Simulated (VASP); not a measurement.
Input of a VASP 6.6.1 run:

INCAR

```
ALGO     = Normal         # electronic algorithm
EDIFF    = 1E-6           # SCF threshold, eV
ENCUT    = 520            # plane-wave cutoff, eV
GGA      = PS             # functional
ISIF     = 2              # what is computed and relaxed
ISMEAR   = 0              # smearing method
ISPIN    = 2              # spin polarisation
LASPH    = T              # aspherical terms in the spheres
LCHARG   = F              # write CHGCAR
LMAXMIX  = 4              # l up to which the mixer works
LORBIT   = 11             # projections on sites
LREAL    = F              # projectors in reciprocal space
LWAVE    = F              # write WAVECAR
MAGMOM   = 2.29 2.29 2.29 2.29 2.29 2.29 2.29 2.29 # initial moments
NBANDS   = 46             # bands
NELM     = 150            # most SCF steps
PREC     = Accurate       # precision mode
SIGMA    = 0.1            # smearing width, eV
```

File KPOINTS:

```
k-points
0
Gamma
  8 8 8
```

POSCAR

```
Fe
1.0
    4.4395631692      0.0000000000      0.0000000000
    0.0000000000      4.4395631692      0.0000000000
    0.0000000000      0.0000000000      4.4395631692
Fe
8
Direct
    0.5000000000      0.5000000000      0.5000000000
    0.0000000000      0.0000000000      0.0000000000
    0.2500000000      0.0000000000      0.5000000000
    0.5000000000      0.2500000000      0.0000000000
    0.5000000000      0.7500000000      0.0000000000
    0.7500000000      0.0000000000      0.5000000000
    0.0000000000      0.5000000000      0.7500000000
    0.0000000000      0.5000000000      0.2500000000
```

Potentials or basis: VASP PAW PBE potentials, release 64 (Fe).

Run with:

```bash
$ cat potpaw_PBE.64/Fe/POTCAR > POTCAR
$ mpirun -np 1 vasp_std > vasp.out
```

Q: Predict the net moment.

A: 16.48 μB per cell.

Q: Predict the band gap on the k mesh.

A: None (metal or under the smearing width).

Q: Estimate the site moments.

A: Fe +1.87, +2.10 μB.
